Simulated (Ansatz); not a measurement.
Runs of Ansatz 0.2.0 on MoP. The structure is hexagonal, space group P-6m2 (No. 187). The conventional cell has a = 3.223 Å, b = 3.223 Å, c = 3.191 Å, α = 90.00°, β = 90.00°, γ = 120.00°. Mo (site symmetry -6m2) is surrounded by 6 P at 2.45 Å. P (site symmetry -6m2) is surrounded by 6 Mo at 2.45 Å. 

```tsv
level	pressure (GPa)	relaxed volume (Å³/atom)
revPBE	0.0	(a)
PBEsol+D3(BJ)	0.0	13.73
revPBE+D3(BJ)	0.0	(b)
LDA	0.0	13.92
PBEsol+D4	0.0	13.91
```

Alike in all rows: task relaxation of cell and atoms; potentials or basis all-electron LAPW, scalar-relativistic; no spin polarisation; cell relaxed; k mesh 10 × 10 × 8; smearing fermi-dirac 0.05 eV; basis error allowed 0.001 eV/atom.

Question: Estimate the missing entries.

Answer: (a) 14.67; (b) 13.77.

Runs at the PBE level aren't shown here.
